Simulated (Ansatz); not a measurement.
Given:

Starting cell, ZrO₂ (fluorite):

```
ZrO2
1.0
    0.00000     5.08933     5.08933
    2.54467     0.00000     2.54467
    2.54467     2.54467     0.00000
Zr O
2 4
Direct
  0.00000   0.00000   0.00000
  0.50000   0.00000   0.00000
  0.12500   0.25000   0.25000
  0.62500   0.25000   0.25000
  0.37500   0.75000   0.75000
  0.87500   0.75000   0.75000
```

The atoms are displaced by Q × the pattern below (from a DFPT mode at L = (0.5, 0.0, 0.0), largest move 1; Q in Å), at fixed cell. (q is in reciprocal vectors of the primitive cell; the cell shown is doubled to hold the pattern.)

```csv
atom,x,y,z
Zr1,0.577,-0.577,-0.577
Zr2,-0.577,0.577,0.577
O3,0.424,-0.424,-0.424
O4,-0.424,0.424,0.424
O5,-0.424,0.424,0.424
O6,0.424,-0.424,-0.424
```

These are r2SCAN (plane waves to 500 eV, PAW, scalar-relativistic; Ansatz, an electronic-structure program) values and carry that method's errors. k mesh 11×11×11 (Γ-centred), Fermi-Dirac smearing 0.05 eV. The energy includes the smearing's −TS. Left out: 4 of 13 points, with atoms too close for the PAW data. This is a high-temperature form of ZrO2. ZrO2 is run without spin polarisation. ZrO2 was relaxed with its symmetry unable to fall. The zero of ΔE is the undisplaced structure.

The scan covers Q from -0.187 to 0.187 Å in 9 points.

Problem. Which space group does the distorted structure have?

Solution. R-3m (No. 166), lowered from Fm-3m.

Problem. Is this a single well or a double well?

Solution. A single well with its minimum at or next to zero displacement.

Problem. What is the energy change at Q = 0.187 Å?

Solution. 1175 meV/cell.

Problem. What harmonic wavenumber does the curvature at Q = 0 give?

Solution. 254 cm⁻¹.

(For displaced atoms, the force is minus the slope of the energy, and its curvature is a force constant, which sets phonon frequencies.)
